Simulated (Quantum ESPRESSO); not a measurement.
FeO (Wuestite):

```
CELL_PARAMETERS angstrom
1.51882 0.87689 2.51958
-1.51882 0.87689 2.51958
0.00000 -1.75378 2.51958
ATOMIC_POSITIONS crystal
Fe 0.00000 0.00000 0.00000
O 0.50000 0.50000 0.50000
```

```yaml
Program: Quantum ESPRESSO 7.5
Task: single point
Functional: PBEsol
Potentials_or_basis: GBRV 1.5 PBEsol
Cutoff: 762 eV
Density_cutoff: 6095 eV
k_mesh: 11 × 11 × 11
Occupations: fermi-dirac, width 0.05 eV
Spin: collinear spin, ferromagnetic start
Starting_moments: "[3.0, 0.0] μB"
```

On this cell: pressure -9.3 GPa; largest force under 0.003 eV/Å; net moment 4.00 μB per cell; site moments Fe +3.46; O +0.32 μB; band gap on the k mesh none (metal or under the smearing width).

The same run follows on a disturbed copy (atoms moved at random, drawn with an rms of 0.05 Å):

```xyz
2
Lattice="1.5188 0.8769 2.5196 -1.5188 0.8769 2.5196 0.0000 -1.7538 2.5196" Properties=species:S:1:pos:R:3 pbc="T T T"
Fe    0.0044    0.0002    0.0152
O    -0.0560    0.0328    3.7337
```

Question: What does the disturbed cell give?

Answer: The energy (extrapolated to zero smearing) moves by +4.7 meV/atom; pressure -8.7 GPa; largest force 0.221 eV/Å; net moment 4.00 μB per cell; site moments Fe +3.40; O +0.32 μB; band gap on the k mesh none (metal or under the smearing width).

Forces in eV/Å, atoms in the order of the input:
```
Fe  -0.142  0.078 -0.150
O    0.142 -0.078  0.150
```

Stress tensor (GPa, compression positive):
```
-7.96 -0.66  0.88
-0.66 -8.69 -0.51
 0.88 -0.51 -9.35
```

Caveats: a cell with one magnetic atom can't hold antiferromagnetic order, which such compounds often take; semilocal functionals often make such compounds metallic where correlation or magnetic order opens a gap, which also shifts bond lengths.
